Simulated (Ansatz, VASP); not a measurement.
**One calculation of Au, two programs**

```
Au
1.0
     2.85546    0.00000    0.00000
    -1.42773    2.47290    0.00000
     0.00000    0.00000    4.85708
Au
2
Direct
  0.33333 0.66667 0.25000
  0.66667 0.33333 0.75000
```

Alike in both runs: task single point; functional BLYP; k mesh 14 × 14 × 7; occupations fermi-dirac, width 0.1 eV; no spin polarisation.

|  | VASP | Ansatz |
| --- | --- | --- |
| version | VASP 6.6.1 | Ansatz 0.2.0 |
| potentials or method | VASP PAW PBE potentials, release 64 (Au) | plane waves (420 eV) with PAW, scalar-relativistic |
| plane-wave cutoff (eV) | 520 | 420 |
| valence electrons in the cell | 22 | 38 |

|  | VASP | Ansatz | Ansatz less VASP |
| --- | --- | --- | --- |
| pressure (GPa) | 20.2 | 19.4 | -0.82 |
| largest component of the traceless stress (GPa) | 1.49 | 1.35 | -0.135 |

The two sets of potentials don't hold the same shells in valence.

Caveats: so large a pressure means that the cell lies far from this level's equilibrium, or that cutoff or potentials fall short (VASP); the potentials were made for another functional, which shifts forces and pressure (VASP). The runs have no spin-orbit coupling, so splittings on Au are missing.
